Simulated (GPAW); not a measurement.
Input of a GPAW 26.7.0 run:

The input run.py:

```python
import json
import numpy as np
from ase import Atoms
from ase.dft.bandgap import bandgap
from ase.io import write
from gpaw import GPAW, PW
from gpaw.response.g0w0 import G0W0

atoms = Atoms(['Ti'],
              cell=[[0.0, 2.03, 2.03],
                    [2.03, 0.0, 2.03],
                    [2.03, 2.03, 0.0]],
              scaled_positions=[[0.0, 0.0, 0.0]],
              pbc=True)

calc = GPAW(mode=PW(500),
            xc='LDA',
            kpts={'size': (6, 6, 6), 'gamma': True},
            occupations={'name': 'fermi-dirac', 'width': 0.05},
            nbands=14,
            convergence={'density': 1e-06},
            maxiter=150,
            txt='gpaw.txt')
atoms.calc = calc
energy = atoms.get_potential_energy()
calc.write('gs.gpw')
write('result.traj', atoms)
print(f'Energy: {energy:.6f} eV')
print('Fermi level:', round(calc.get_fermi_level(), 4), 'eV')
print(f'Gap: {bandgap(calc)[0]:.4f} eV, direct: {bandgap(calc, direct=True)[0]:.4f} eV')

calc.diagonalize_full_hamiltonian(nbands=111)
calc.write('full.gpw', mode='all')

ibz = calc.get_ibz_k_points()
gamma = int(np.abs(ibz).sum(1).argmin())
kpts = [gamma]
gw = G0W0(calc='full.gpw',
          filename='gw',
          ecut=200,
          ecut_extrapolation=True,
          kpts=kpts,
          integrate_gamma='WS',
          bands=(3, 9),
          frequencies={'type': 'nonlinear', 'domega0': 0.05, 'omega2': 10},
          eta=0.1)
gw.calculate()
results = {mode: {key: np.asarray(r[key]).tolist() for key in ['f', 'eps', 'vxc', 'exx', 'sigma', 'Z', 'qp', 'sigma_eskn']}
           for mode, r in gw.all_results.items()}
json.dump({'kpts': ibz[kpts].tolist(), 'results': results}, open('gw.json', 'w'))
for mode, r in results.items():
    f, qp = np.array(r['f']), np.array(r['qp'])
    print(mode, 'quasiparticle energies (eV):')
    print(qp.round(3))
```

Potentials or basis: the program's PAW data sets (release 1.2.1) made for this functional, pw.

Launch:

```sh
$ OMP_NUM_THREADS=1 python run.py
```

(1) Predict the band gap on the k mesh.

## Answers

(1) none (metal or under the smearing width).

Caveat: the k mesh is coarse (spacing up to 0.45 Å⁻¹), so the values aren't converged; G0W0 is unreliable with partly filled bands; the long-wavelength limit can be off by several per cent where d states take part.
